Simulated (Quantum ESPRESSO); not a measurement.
A run of Quantum ESPRESSO 7.5 is set up as follows.

Contents of scf.in:

```
&CONTROL
  calculation = 'scf'
  prefix = 'pwscf'
  outdir = './tmp'
  pseudo_dir = './pseudo'
/
&SYSTEM
  ibrav = 0
  nat = 2
  ntyp = 2
  ecutwfc = 56
  nbnd = 16
  occupations = 'smearing'
  smearing = 'fd'
  degauss = 0.00367493
  force_symmorphic = .true.
/
&ELECTRONS
  conv_thr = 4d-10
  electron_maxstep = 120
  mixing_beta = 0.5
/
ATOMIC_SPECIES
Pb   207.2000 Pb.upf
S     32.0600 S.upf
CELL_PARAMETERS angstrom
   0.0000000000    2.9256673838    2.9256673838
   2.9256673838    0.0000000000    2.9256673838
   2.9256673838    2.9256673838    0.0000000000
ATOMIC_POSITIONS crystal
Pb     0.0000000000    0.0000000000    0.0000000000
S      0.5000000000    0.5000000000    0.5000000000
K_POINTS automatic
8 8 8 0 0 0
```

The input nscf.in:

```
&CONTROL
  calculation = 'nscf'
  prefix = 'pwscf'
  outdir = './tmp'
  pseudo_dir = './pseudo'
/
&SYSTEM
  ibrav = 0
  nat = 2
  ntyp = 2
  ecutwfc = 56
  nbnd = 130
  occupations = 'smearing'
  smearing = 'fd'
  degauss = 0.00367493
  force_symmorphic = .true.
/
&ELECTRONS
  conv_thr = 1d-08
  diago_full_acc = .true.
  diago_thr_init = 1d-06
/
ATOMIC_SPECIES
Pb   207.2000 Pb.upf
S     32.0600 S.upf
CELL_PARAMETERS angstrom
   0.0000000000    2.9256673838    2.9256673838
   2.9256673838    0.0000000000    2.9256673838
   2.9256673838    2.9256673838    0.0000000000
ATOMIC_POSITIONS crystal
Pb     0.0000000000    0.0000000000    0.0000000000
S      0.5000000000    0.5000000000    0.5000000000
K_POINTS automatic
4 4 4 0 0 0
```

Potentials or basis: PseudoDojo 0.4.1 SR LDA standard.

Launch:

```bash
$ OMP_NUM_THREADS=1 pw.x -in scf.in > scf.out
$ OMP_NUM_THREADS=1 pw.x -in nscf.in > nscf.out
```

What does it give for the band gap on the k mesh, mean-field level?

0.09 eV, direct.

Caveat: the k mesh is coarse (spacing up to 0.46 Å⁻¹), so the values aren't converged; spin-orbit coupling is left out, which as a rule narrows the gap of such compounds by several tenths of an eV. A k mesh can miss the band edges.
